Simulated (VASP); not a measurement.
# ZrC (Fm-3m) in VASP: a series of runs

Runs on ZrC. Level: PBE. Tasks: relaxation of cell and atoms.

All numbers are computed with VASP 6.6.1; they aren't measurements. Logs are shortened: lines on timing, memory, paths and dates and some standing lists are left out, and cuts for length are marked.

## 1. The structure

The structure is cubic, space group Fm-3m (No. 225). The conventional cell has a = 4.730 Å, b = 4.730 Å, c = 4.730 Å, α = 90.00°, β = 90.00°, γ = 90.00°. Zr (site symmetry m-3m) has 6 C at 2.37 Å as nearest neighbours. C (site symmetry m-3m) is surrounded by 6 Zr at 2.37 Å.

## 2. Relaxation of cell and atoms, PBE

INCAR

```
PREC = Accurate ; ENCUT = 520
EDIFF = 1E-7 ; ISMEAR = 0
SIGMA = 0.1 ; LREAL = F
LASPH = T ; NELM = 80
ALGO = Normal ; ISIF = 3
LWAVE = F ; LCHARG = F
GGA = PE ; IBRION = 2
NSW = 80 ; EDIFFG = -0.002
```

KPOINTS

```
Automatic mesh
0
Gamma
  10 10 10
```

POSCAR

```
ZrC
1.0
    0.0000000000      2.3650000000      2.3650000000
    2.3650000000      0.0000000000      2.3650000000
    2.3650000000      2.3650000000      0.0000000000
Zr C
1 1
Direct
    0.5000000000      0.5000000000      0.5000000000
    0.0000000000      0.0000000000      0.0000000000
```

Potentials or basis: VASP PAW PBE potentials, release 64 (Zr_sv, C).

Run with:

```console
> cat potpaw_PBE.64/Zr_sv/POTCAR potpaw_PBE.64/C/POTCAR > POTCAR
> mpirun -np 1 vasp_std > vasp.out
```

OUTCAR:

```text
PREC = Accurate
   ENCUT = 520
   EDIFF = 1E-7
   ISMEAR = 0
   LREAL = F
   LASPH = T
   NELM = 80
   ISIF = 3
   GGA = PE
   IBRION = 2
   NSW = 80
   EDIFFG = -0.002

 ion  position               nearest neighbor table
   1  0.500  0.500  0.500-   2 2.37   2 2.37   2 2.37   2 2.37   2 2.37   2 2.37
   2  0.000  0.000  0.000-   1 2.37   1 2.37   1 2.37   1 2.37   1 2.37   1 2.37

  LATTYP: Found a face centered cubic cell.
 ALAT       =     4.7300000000

  Lattice vectors:

 A1 = (   0.0000000000,   2.3650000000,   2.3650000000)
 A2 = (   2.3650000000,   0.0000000000,   2.3650000000)
 A3 = (   2.3650000000,   2.3650000000,   0.0000000000)

Analysis of symmetry for initial positions (statically):
=====================================================================
 Subroutine PRICEL returns:
 Original cell was already a primitive cell.

 Routine SETGRP: Setting up the symmetry group for a
 face centered cubic supercell.

 Subroutine GETGRP returns: Found 48 space group operations
 (whereof 48 operations were pure point group operations)
 out of a pool of 48 trial point group operations.

The static configuration has the point symmetry O_h .

Analysis of symmetry for dynamics (positions and initial velocities):
=====================================================================
 Subroutine PRICEL returns:
 Original cell was already a primitive cell.

 Routine SETGRP: Setting up the symmetry group for a
 face centered cubic supercell.

 Subroutine GETGRP returns: Found 48 space group operations
 (whereof 48 operations were pure point group operations)
 out of a pool of 48 trial point group operations.

The dynamic configuration has the point symmetry O_h .

 Subroutine INISYM returns: Found 48 space group operations
 (whereof 48 operations are pure point group operations),
 and found     1 'primitive' translations

----------------------------------------------------------------------------------------

                                     Primitive cell

  volume of cell :      26.4560

  direct lattice vectors                    reciprocal lattice vectors
     0.000000000  2.365000000  2.365000000    -0.211416490  0.211416490  0.211416490
     2.365000000  0.000000000  2.365000000     0.211416490 -0.211416490  0.211416490
     2.365000000  2.365000000  0.000000000     0.211416490  0.211416490 -0.211416490

  length of vectors
     3.344615075  3.344615075  3.344615075     0.366184103  0.366184103  0.366184103

  position of ions in fractional coordinates (direct lattice)
     0.500000000  0.500000000  0.500000000
     0.000000000  0.000000000  0.000000000

  ion indices of the primitive-cell ions
   primitive index   ion index
                 1           1
                 2           2

----------------------------------------------------------------------------------------

 KPOINTS: Automatic mesh

Automatic generation of k-mesh.
 Grid dimensions read from file:
 generate k-points for:   10   10   10

 Generating k-lattice:

  Cartesian coordinates                     Fractional coordinates (reciprocal lattice)
    -0.021141649  0.021141649  0.021141649     0.100000000  0.000000000  0.000000000
     0.021141649 -0.021141649  0.021141649     0.000000000  0.100000000  0.000000000
     0.021141649  0.021141649 -0.021141649     0.000000000  0.000000000  0.100000000

  Length of vectors
     0.036618410  0.036618410  0.036618410

  Shift w.r.t. Gamma in fractional coordinates (k-lattice)
     0.000000000  0.000000000  0.000000000

 Subroutine IBZKPT returns following result:
 ===========================================

 Found     47 irreducible k-points:

 Following reciprocal coordinates:
            Coordinates               Weight
  0.000000  0.000000  0.000000      1.000000
  0.100000  0.000000  0.000000      8.000000
  0.200000  0.000000  0.000000      8.000000
  0.300000  0.000000  0.000000      8.000000
  0.400000  0.000000  0.000000      8.000000
  0.500000  0.000000  0.000000      4.000000
[... 16 lines left out ...]
  0.300000  0.300000  0.000000      6.000000
  0.400000  0.300000  0.000000     24.000000
 [... further k-points ...]
   k-points           NKPTS =     47   k-points in BZ     NKDIM =     47   number of bands    NBANDS=     12
   number of dos      NEDOS =    301   number of ions     NIONS =      2
   total plane-waves  NPLWV =  21952
   dimension x,y,z NGX =    28 NGY =   28 NGZ =   28
   dimension x,y,z NGXF=    56 NGYF=   56 NGZF=   56
   ions per type =               1   1
   NGX,Y,Z   is equivalent  to a cutoff of  13.92, 13.92, 13.92 a.u.
   NGXF,Y,Z  is equivalent  to a cutoff of  27.84, 27.84, 27.84 a.u.
 SYSTEM =  unknown system
   PREC   = accura    normal or accurate (medium, high low for compatibility)
   ISTART =      0    job   : 0-new  1-cont  2-samecut
   ICHARG =      2    charge: 1-file 2-atom 10-const
   ISPIN  =      1    spin polarized calculation?
   LNONCOLLINEAR =      F non collinear calculations
   LSORBIT =      F    spin-orbit coupling
   LASPH  =      T    aspherical Exc in radial PAW
   ENCUT  =  520.0 eV  38.22 Ry    6.18 a.u.   6.22  6.22  6.22*2*pi/ulx,y,z
   NELM   =     80;   NELMIN=  2; NELMDL= -5     # of ELM steps
   EDIFF  = 0.1E-06   stopping-criterion for ELM
   LREAL  =      F    real-space projection
   EDIFFG = -.2E-02   stopping-criterion for IOM
   NSW    =     80    number of steps for IOM
   IBRION =      2    ionic relax: 0-MD 1-quasi-New 2-CG
   NFREE  =      1    steps in history (QN), initial steepest desc. (CG)
   ISIF   =      3    stress and relaxation
   ISYM   =      2    0-nonsym 1-usesym 2-fastsym
   POTIM  = 0.5000    time-step for ionic-motion
   TEBEG  =    0.0;   TEEND  =   0.0 temperature during run
   PSTRESS=    0.0 pullay stress
   NELECT =      16.0000    total number of electrons
   NUPDOWN=      -1.0000    fix difference up-down
   EMIN   =  10.00;   EMAX   =-10.00  energy-range for DOS
   EFERMI =   0.00;   METHOD = LEGACY
   ISMEAR =     0;   SIGMA  =   0.10  broadening in eV -4-tet -1-fermi 0-gaus
   EFERMI_NEDOS =   21; number of points for ismear=-14 and -15
   IALGO  =     38    algorithm
   IMIX   =      4    mixing-type and parameters
     AMIX     =   0.40;   BMIX     =  1.00
     AMIX_MAG =   1.60;   BMIX_MAG =  1.00
  volume/ion in A,a.u.               =      13.23        89.27
  Fermi-wavevector in a.u.,A,eV,Ry     =   1.384439  2.616209 26.077880  1.916670
  Thomas-Fermi vector in A             =   2.508943
   LORBIT       =      0    0 simple, 1 ext, 2 COOP (PROOUT), +10 PAW based schemes
   GGA     = PE    functional components
   LHFCALC =     F    Hartree Fock is set to
   AEXX    =    0.0000 exact exchange contribution
   IVDW    =     0    specifies the selected vdW correction
   LEPSILON=     F    determine dielectric tensor
   LRPA    =     F    only Hartree local field effects (RPA)
 conjugate gradient relaxation of ions
 non-spin polarized calculation
 Gauss-broadening in eV      SIGMA  =   0.10
  energy-cutoff  :      520.00
  volume of cell :       26.46
 maximum number of plane-waves:       728
 NGX is ok and might be reduce to    28
   NGX = 13   NGY = 13   NGZ = 13

--------------------------------------- Ionic step        1  -------------------------------------------

 number of electron      16.0000000 magnetization

 Free energy of the ion-electron system (eV)
  ---------------------------------------------------
  ext. energy  EPLUGINS =         0.00000000
  ---------------------------------------------------
  free energy    TOTEN  =       -19.45781172 eV

  energy without entropy =      -19.45639482  energy(sigma->0) =      -19.45710327

------------------------ aborting loop because EDIFF is reached ----------------------------------------

  FORCE on cell =-STRESS in cart. coord.  units (eV):
  Direction    XX          YY          ZZ          XY          YZ          ZX
  --------------------------------------------------------------------------------------
  -------------------------------------------------------------------------------------
  Total       -0.4424580     -0.4424580     -0.4424580     -0.0000000      0.0000000      0.0000000
  in kB      -26.7953349    -26.7953349    -26.7953349     -0.0000000      0.0000000      0.0000000
  external PRESSURE =     -26.7953349 kB  Pullay stress =       0.0000000 kB
[... 57 lines left out ...]
  energy  without entropy=      -19.4521656826  energy(sigma->0) =      -19.45282854

--------------------------------------- Ionic step        3  -------------------------------------------

 number of electron      16.0000000 magnetization

 Free energy of the ion-electron system (eV)
  ---------------------------------------------------
  ext. energy  EPLUGINS =         0.00000000
  ---------------------------------------------------
  free energy    TOTEN  =       -19.46059748 eV

  energy without entropy =      -19.45921932  energy(sigma->0) =      -19.45990840

 E-fermi :   9.5490     XC(G=0): -12.1017

 val. band max:        9.4694759587   @ k =   0.1000   0.0000   0.0000
 cond. band min:       9.5918669824   @ k =   0.5000   0.5000   0.0000
 fundamental gap:      0.1223910237
 Fermi energy:         9.5490482743

 k-point     1 :       0.0000    0.0000    0.0000
  band No.  band energies     occupation
      1     -38.5903      2.00000
      2     -16.3049      2.00000
      3     -16.3049      2.00000
      4     -16.3049      2.00000
      5      -1.7445      2.00000
      6      10.4725      0.00000
      7      10.4725      0.00000
      8      10.4725      0.00000
      9      10.6313      0.00000
     10      10.6313      0.00000
     11      10.6313      0.00000
     12      12.3333      0.00000
[... 331 lines left out ...]
 k-point    24 :       0.4000    0.3000    0.0000
  band No.  band energies     occupation
      1     -38.4852      2.00000
      2     -16.9006      2.00000
      3     -16.5413      2.00000
      4     -16.5157      2.00000
      5      -0.2580      2.00000
      6       6.3648      2.00000
      7       7.8537      2.00000
      8       8.9100      2.00000
      9       9.7381      0.00750
     10      14.0552      0.00000
     11      15.0022      0.00000
     12      15.1172      0.00000

 [... further k-points ...]

------------------------ aborting loop because EDIFF is reached ----------------------------------------

  FORCE on cell =-STRESS in cart. coord.  units (eV):
  Direction    XX          YY          ZZ          XY          YZ          ZX
  --------------------------------------------------------------------------------------
  -------------------------------------------------------------------------------------
  Total       -0.0008801     -0.0008801     -0.0008801      0.0000000     -0.0000000      0.0000000
  in kB       -0.0539660     -0.0539660     -0.0539660      0.0000000     -0.0000000      0.0000000
  external PRESSURE =      -0.0539660 kB  Pullay stress =       0.0000000 kB
[... 17 lines left out ...]
  FREE ENERGIE OF THE ION-ELECTRON SYSTEM (eV)
  ---------------------------------------------------
  free  energy   TOTEN  =       -19.4605974808 eV

  energy  without entropy=      -19.4592193199  energy(sigma->0) =      -19.45990840

 reached required accuracy - stopping structural energy minimisation
```

Wall time 51 s (1 thread of Intel Xeon Platinum 8259CL at 2.50GHz (Skylake/Cascade Lake), shared host); peak memory 0.17 GiB.

Results:

| Quantity | Value |
| --- | --- |
| Free energy | -19.4606 eV |
| Relaxed volume | 13.06 Å³/atom |
| Relaxed cell | a = 3.331 Å, b = 3.331 Å, c = 3.331 Å, α = 60.00°, β = 60.00°, γ = 60.00° |
| Space group after relaxing (to 0.05 Å) | Fm-3m (No. 225) |
| Energy gained by relaxing | 1.4 meV/atom |
| Ionic steps | 3 |
| Pressure after relaxing | 0.0 GPa |
| Band gap on the k mesh | none (metal or under the smearing width) |

The path:
```
step  energy change (eV)  largest force (eV/Å)  pressure (GPa)  volume (Å³)
   1              0.0000                0.0000           -2.68        26.46
   2              0.0043                0.0000            4.55        25.62
   3             -0.0028                0.0000           -0.01        26.13
```

Final structure:
```
Zr C
1.0
     0.00000    2.35523    2.35523
     2.35523    0.00000    2.35523
     2.35523    2.35523    0.00000
Zr C
1 1
Cartesian
  2.3552 2.3552 2.3552
  0.0000 0.0000 0.0000
```

(Continued in part 2 of 2.)
